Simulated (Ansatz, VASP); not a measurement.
# Si in VASP and in Ansatz

INCAR

```
SYSTEM = Si
  PREC = Accurate
  ENCUT = 600
  EDIFF = 1E-7
  ISMEAR = 0
  SIGMA = 0.02
  LREAL = .FALSE.
  LASPH = .TRUE.
  NELM = 100
  ALGO = Normal
  ISIF = 3
  LWAVE = .FALSE.
  LCHARG = .FALSE.
  GGA = PE
  IBRION = 2
  NSW = 100
  EDIFFG = -0.005
```

KPOINTS

```
regular mesh
0
G
  10 10 10
  0 0 0
```

File POSCAR:

```
Si
1.0
    0.0000000000      2.7154700000      2.7154700000
    2.7154700000      0.0000000000      2.7154700000
    2.7154700000      2.7154700000      0.0000000000
Si
2
Direct
    0.5000000000      0.5000000000      0.5000000000
    0.7500000000      0.7500000000      0.7500000000
```

Input for Ansatz:

```yaml
crystal:
  lattice:
    - [0.0, 2.71547, 2.71547]
    - [2.71547, 0.0, 2.71547]
    - [2.71547, 2.71547, 0.0]
  atoms:
    - { symbol: Si, position: [0.5, 0.5, 0.5] }
    - { symbol: Si, position: [0.75, 0.75, 0.75] }
basis:
  ecutwfc: 420
kpoints:
  mp_grid: { grid: [10, 10, 10] }
hamiltonian:
  xc: pbe
  pseudopotentials: { kind: paw, azcp: { folder: soft_1 } }
scf:
  occupations: { method: gaussian, width: 0.02 }
output:
  forces: true
  stress: true
  eigenvalues: true
relax:
  adjacent_minimum: "off"
  f_tol: 0.005
  max_steps: 80
  cell: { stress_tol: 0.05 }
```

Alike in both runs: task relaxation of cell and atoms; functional PBE; k mesh 10 × 10 × 10; occupations gaussian, width 0.02 eV; no spin polarisation.

```csv
,VASP,Ansatz
version,VASP 6.6.1,Ansatz 0.2.0
potentials or method,"VASP PAW PBE potentials, release 64 (Si)","scalar-relativistic, plane waves, PAW"
plane-wave cutoff (eV),600,420
valence electrons in the cell,8,8
```

|  | VASP | Ansatz | Ansatz less VASP |
| --- | --- | --- | --- |
| gap on the k mesh at the Fermi level, each at its own relaxed structure (eV) | 0.62 | 0.62 | -0.001 |
| relaxed volume (Å³/atom) | 20.44 | 20.45 | +0.010 |
| relaxed cell length with the largest relative difference (Å) | 3.867 | 3.868 | +0.0006 |
| energy change over the relaxation (meV/atom) | -2 | -3 | -0.2 |

A k mesh can miss the band edges. Zero-point motion and thermal expansion aren't in these numbers. PBE usually gives volumes a little too large and moduli too small.
